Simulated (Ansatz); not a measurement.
CsPbI3 (cubic perovskite, Pm-3m) under volume change, HSE06 in the plane-wave PAW code Ansatz, scaled uniformly.

```json
[
 {"V (Å³/atom)": "46.908", "E − E(relaxed) (meV/atom)": "___", "P (GPa)": "___"},
 {"V (Å³/atom)": "48.454", "E − E(relaxed) (meV/atom)": "___", "P (GPa)": "___"},
 {"V (Å³/atom)": "50.001", "E − E(relaxed) (meV/atom)": "-1.0", "P (GPa)": "0.13"},
 {"V (Å³/atom)": "51.547", "E − E(relaxed) (meV/atom)": "0.0", "P (GPa)": "-0.34"},
 {"V (Å³/atom)": "53.093", "E − E(relaxed) (meV/atom)": "5.2", "P (GPa)": "-0.73"},
 {"V (Å³/atom)": "54.640", "E − E(relaxed) (meV/atom)": "13.9", "P (GPa)": "-1.06"},
 {"V (Å³/atom)": "56.186", "E − E(relaxed) (meV/atom)": "25.5", "P (GPa)": "-1.34"}
]
```

### Question
Some entries are withheld; supply them.

### Answer

- 46.908, E − E(relaxed) (meV/atom): 12.7
- 46.908, P (GPa): 1.36
- 48.454, E − E(relaxed) (meV/atom): 2.9
- 48.454, P (GPa): 0.69

### Question
What does a third-order Birch–Murnaghan fit give for V₀, B₀ and B′?

### Answer
V₀ = 50.41 Å³/atom, B₀ = 15.9 GPa, B′ = 4.7.

This is a known high-temperature phase of the composition, computed here at zero pressure and temperature. The cell keeps a stress of up to 0.3 GPa. The cell was relaxed with HSE06 under the symmetry of its start; whether a distortion lowers the energy is not shown. Scalar-relativistic: spin–orbit coupling is off unless named, which matters more the heavier the elements.

Potentials: the later of the program's two PAW sets.
